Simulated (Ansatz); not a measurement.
Input of an Ansatz 0.2.0 run:

Contents of input.yaml:

```yaml
crystal:
  lattice:
    - [4.99495987, 0.0, 0.0]
    - [0.0, 4.99495987, 0.0]
    - [0.0, 0.0, 3.40900096]
  atoms:
    - { symbol: Pb, position: [0.5, 0.5, 0.5] }
    - { symbol: Pb, position: [0.0, 0.0, 0.0] }
    - { symbol: O, position: [0.69257104, 0.69257104, 0.0] }
    - { symbol: O, position: [0.80742896, 0.19257104, 0.5] }
    - { symbol: O, position: [0.19257104, 0.80742896, 0.5] }
    - { symbol: O, position: [0.30742896, 0.30742896, 0.0] }
hamiltonian:
  xc: pbe
  pseudopotentials: { kind: paw, accuracy: standard }
kpoints:
  mp_grid: { grid: [6, 6, 8] }
  band_path:
    path:
      - [[0.0, 0.0, 0.0], [0.0, 0.5, 0.0], [0.5, 0.5, 0.0], [0.0, 0.0, 0.0], [0.0, 0.0, 0.5], [0.0, 0.5, 0.5], [0.5, 0.5, 0.5], [0.0, 0.0, 0.5]]
      - [[0.0, 0.5, 0.0], [0.0, 0.5, 0.5]]
      - [[0.5, 0.5, 0.0], [0.5, 0.5, 0.5]]
    npoints: 14
scf:
  occupations: { method: fermi_dirac, width: 0.05 }
  n_extra_bands: 15
output:
  forces: true
  stress: true
  eigenvalues: true
  fatbands: false
  write_density: true
  write_potential: true
  elf: true
  volumetric_format: npy
```

Potentials or basis: SSSP efficiency PAW.

Command:

```sh
$ ansatz run input.yaml --threads 2 --pin off --max-ram 5632MiB --backend cpu --events-out ev --progress --plain --runs-dir out
```

Q: What does it give for the largest force?

A: 0.054 eV/Å.

Q: Predict the band gap along the path.

A: None (metal or under the smearing width).

Q: Estimate the pressure.

A: 7.1 GPa.

Forces in eV/Å, atoms in the order of the input:
```
Pb   0.000  0.000  0.000
Pb   0.000  0.000  0.000
O    0.038  0.038  0.000
O   -0.038  0.038  0.000
O    0.038 -0.038  0.000
O   -0.038 -0.038  0.000
```

Caveat: spin-orbit coupling is left out, which moves the levels of the heavy elements.
